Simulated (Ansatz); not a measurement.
KBr under strains and displacements

These are results of DFT PBE, scalar-relativistic, plane waves, PAW (Ansatz), not measurements.

Cutoff 420 eV; k points 6×6×6 on the computed 2-atom cell (Γ-centred); Gaussian smearing, width 0.02 eV; no spin polarisation.

Reference cell:

```yaml
crystal:
  lattice:
    - [4.04350, 0.00000, 0.00000]
    - [0.00000, 4.04350, 0.00000]
    - [0.00000, 0.00000, 4.04350]
  atoms:
    - { symbol: K, position: [0.00000, 0.00000, 0.00000] }
    - { symbol: Br, position: [0.50000, 0.50000, 0.50000] }
```

Each variant moves atoms of this cell by the vectors given, if any (Å), and then applies a symmetric strain (tensor components, Cartesian axes). The reference cell isn't relaxed at this level. Energies are per atom at zero smearing, counted from the lowest variant. Pressure is positive in compression.

1. strain (xx yy zz yz xz xy, %) 2.26 2.26 2.26 2.00 2.00 2.00; moves: K1 (0.087, 0.087, 0.087); Br2 (-0.087, -0.087, -0.087)
2. strain (xx yy zz yz xz xy, %) -3.51 -3.86 -3.90 -0.46 0.18 -0.50; moves: K1 (-0.059, -0.011, -0.007); Br2 (0.059, 0.011, 0.007)
3. strain (xx yy zz yz xz xy, %) -0.41 2.59 -0.41 0.00 0.00 0.00
4. strain (xx yy zz yz xz xy, %) -1.26 2.60 3.88 -0.42 1.83 2.10; moves: K1 (-0.101, -0.109, 0.019); Br2 (0.101, 0.109, -0.019)
5. strain (xx yy zz yz xz xy, %) 0.22 0.22 0.22 0.00 0.00 0.00
6. strain (xx yy zz yz xz xy, %) -0.91 -3.91 -3.91 0.37 0.88 0.88; moves: K1 (0.247, 0.025, 0.025); Br2 (-0.247, -0.025, -0.025)
7. strain (xx yy zz yz xz xy, %) 2.69 2.69 2.69 2.00 2.00 2.00
8. strain (xx yy zz yz xz xy, %) 1.69 1.69 1.69 0.00 0.00 0.00

```csv
variant,ΔE (meV/atom),P (GPa),largest force (eV/Å),gap on mesh (eV),space group
1,11.5,-0.59,0.07,3.74,R3m
2,26.2,2.39,0.13,4.25,P1
3,2.6,-0.30,0.00,3.76,P4/mmm
4,16.8,-0.38,0.11,3.61,P1
5,0.0,-0.15,0.00,3.84,Pm-3m
6,75.1,3.23,0.50,4.25,Cm
7,9.8,-1.00,0.00,3.65,R-3m
8,4.2,-0.74,0.00,3.72,Pm-3m
```

This CsCl-type form isn't the usual stable structure of the compound.